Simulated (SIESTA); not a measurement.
CuI (Marshite) under changes of volume

One of the cells (27.859 Å³/atom); the others are scaled copies at fixed shape and fractional positions:

```xyz
2
Lattice="0.0000 3.0315 3.0315 3.0315 0.0000 3.0315 3.0315 3.0315 0.0000" Properties=species:S:1:pos:R:3 pbc="T T T"
I     0.0000    0.0000    0.0000
Cu    4.5473    4.5473    4.5473
```

- Program: SIESTA 5.4.2
- Functional: LDA
- Potentials or basis: PseudoDojo 0.4 standard (LDA files)
- Basis: DZP (energy shift 0.003 Ry; two zetas on semicore shells)
- Grid cutoff: 800 Ry
- Energy shift: 0.003 Ry
- k mesh: 8 × 8 × 8
- Occupations: fermi-dirac, width 0.05 eV
- Spin: no spin polarisation

```tsv
volume (Å³/atom)	energy over the lowest point (meV/atom)	pressure (GPa)	gap on the mesh (eV)
26.188	0.00	-0.8	1.75
26.745	4.52	-1.8	1.66
27.302	12.38	-2.7	1.58
27.859	23.21	-3.5	1.50
28.417	?	?	?
28.974	52.30	-4.8	1.36
29.531	69.98	-5.3	1.29
```

**Question.** What does the run at 28.417 Å³/atom give?

**Answer.** Energy over the lowest point 36.62 meV/atom; pressure -4.2 GPa; gap on the mesh 1.43 eV.

Worked out: A Birch-Murnaghan fit of order 3 (a polynomial in V^(-2/3)) to the other rows has its minimum at 25.81 Å³/atom, just outside them, with B0 = V·E''(V) = 55 GPa and B' = 4.9. It gives 36.63 meV/atom at 28.417 Å³/atom, against the run's 36.62, and -dE/dV = -4.2 GPa, against -4.2. A straight line through the other rows of the gap, of slope -3.8 eV per unit of ln V (its deformation potential), gives 1.43 eV, against the run's 1.43.

Energies are extrapolated to zero smearing.

Caveats: short orbitals over semicore shells can move pressures by several GPa; spin-orbit coupling is left out, which moves the levels of the heavy elements; the basis of atomic orbitals isn't converged, which shifts pressures, moduli and gaps.

A mesh can miss the band edges.
